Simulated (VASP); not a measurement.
# VASP 6.6.1 run: Li2O

INCAR

```
LWAVE = .FALSE.
METAGGA = RSCAN
LCHARG = .FALSE.
NELM = 84
ENCUT = 520
ISIF = 2
EDIFF = 1E-7
IBRION = -1
NSW = 0
SIGMA = 0.02
NBANDS = 13
LREAL = .FALSE.
LASPH = .TRUE.
PREC = Accurate
ISMEAR = -1
```

KPOINTS

```
KPOINTS created by Atomic Simulation Environment
0
Gamma
15 15 15
0 0 0
```

POSCAR

```
Li O
 1.0000000000000000
     0.0000000000000000    2.2577894089999999    2.2923106252999998
     2.2577894089999999    0.0000000000000000    2.2923106252999998
     2.2577894089999999    2.2577894089999999    0.0000000000000000
 Li  O
   2   1
Cartesian
  1.1288947045000000  1.1288947045000000  1.1461553126499999
  3.3866841134999999  3.3866841134999999  3.4384659379500002
  0.0000000000000000  0.0000000000000000  0.0000000000000000
```

The recommended PBE PAW datasets give the neutral cell 12 valence electrons.

Command

```
mpirun -np 1 vasp_std
```

Task: How does this run end, and what does it give?

Result: It converged. Results: gap between bands v and c on the k mesh 5.77 eV; least direct gap on the k mesh 6.51 eV; pressure 1.8 GPa. Band v is the last that the valence electrons fill when counted band by band, and c is the next.

OSZICAR

```
N       E                     dE             d eps       ncg     rms          rms(c)
DAV:   1     0.420891093764E+02    0.42089E+02   -0.59784E+03  7512   0.103E+03
DAV:   2    -0.163438217196E+02   -0.58433E+02   -0.55862E+02  9178   0.230E+02
DAV:   3    -0.221583978495E+02   -0.58146E+01   -0.57567E+01 13794   0.533E+01
DAV:   4    -0.222161476594E+02   -0.57750E-01   -0.57745E-01  8427   0.684E+00
DAV:   5    -0.222164838298E+02   -0.33617E-03   -0.33617E-03 10667   0.434E-01    0.695E+00
DAV:   6    -0.174973250300E+02    0.47192E+01   -0.49080E+00  8620   0.132E+01    0.206E+00
DAV:   7    -0.175712280430E+02   -0.73903E-01   -0.19608E-01  8263   0.330E+00    0.158E+00
DAV:   8    -0.176045696994E+02   -0.33342E-01   -0.15221E-01  7643   0.314E+00    0.766E-01
DAV:   9    -0.175989855610E+02    0.55841E-02   -0.10977E-01  8293   0.213E+00    0.468E-01
DAV:  10    -0.175951099199E+02    0.38756E-02   -0.12964E-02  8573   0.672E-01    0.111E-01
DAV:  11    -0.175949062534E+02    0.20367E-03   -0.70860E-04  9383   0.227E-01    0.107E-02
DAV:  12    -0.175949151231E+02   -0.88696E-05   -0.17411E-05 10168   0.320E-02    0.450E-03
DAV:  13    -0.175949218640E+02   -0.67409E-05   -0.15895E-06  8958   0.871E-03    0.219E-03
DAV:  14    -0.175949239175E+02   -0.20535E-05   -0.27723E-07  8223   0.366E-03    0.538E-04
DAV:  15    -0.175949241097E+02   -0.19224E-06   -0.16581E-08  4864   0.126E-03    0.173E-04
DAV:  16    -0.175949243599E+02   -0.25021E-06   -0.37167E-09  4344   0.459E-04    0.631E-05
DAV:  17    -0.175949243932E+02   -0.33308E-07   -0.52496E-10  4089   0.175E-04
   1 F= -.17594924E+02 E0= -.17594924E+02  d E =-.195580E-11
```

Standard output (part)

```
POSCAR found type information on POSCAR LiO
 POSCAR found :  2 types and       3 ions
 LDA part: xc-table for (None), standard interpolation
 POSCAR, INCAR and KPOINTS ok, starting setup
 WAVECAR not read
 entering main loop
```

For comparison, a separate PBE run of the intended cell, on usual settings and not on those above, gives a gap of 5.04 eV on its mesh and a pressure of 5.2 GPa.
